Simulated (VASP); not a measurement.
Runs of VASP 6.6.1 on GaP. The structure is cubic, space group F-43m (No. 216). Conventional cell: a = 5.451 Å, b = 5.451 Å, c = 5.451 Å, α = 90.00°, β = 90.00°, γ = 90.00°. Ga (site symmetry -43m) is surrounded by 4 P at 2.36 Å. P (site symmetry -43m) is surrounded by 4 Ga at 2.36 Å. 

```csv
task,level,spin,k mesh,smearing,gap on the mesh (eV),pressure (GPa)
band structure,r2SCAN,"SOC, no magnetisation",6 × 6 × 6,fermi-dirac 0.05 eV,-,-0.1
band structure,rSCAN,off,8 × 8 × 8,fermi-dirac 0.05 eV,1.90,(a)
band structure,SCAN,"SOC, no magnetisation",6 × 6 × 6,fermi-dirac 0.05 eV,-,0.0
band structure,SCAN,off,8 × 8 × 8,fermi-dirac 0.05 eV,1.87,0.0
band structure,r2SCAN,off,8 × 8 × 8,fermi-dirac 0.05 eV,1.90,0.0
single point,PBE,off,8 × 8 × 8,gaussian 0.012 eV,1.64,(b)
```

Alike in all rows: potentials or basis VASP PAW PBE potentials, release 64 (Ga_d, P); cell as given; cutoff (eV) 520.

Question: Estimate the missing entries.

Answer: (a) -0.2; (b) 2.4.

Caveats: the PAW data sets were made with another functional, which shifts forces and pressure a little (some runs).

A k mesh can miss the band edges, and rows without SOC leave out spin-orbit coupling on Ga.
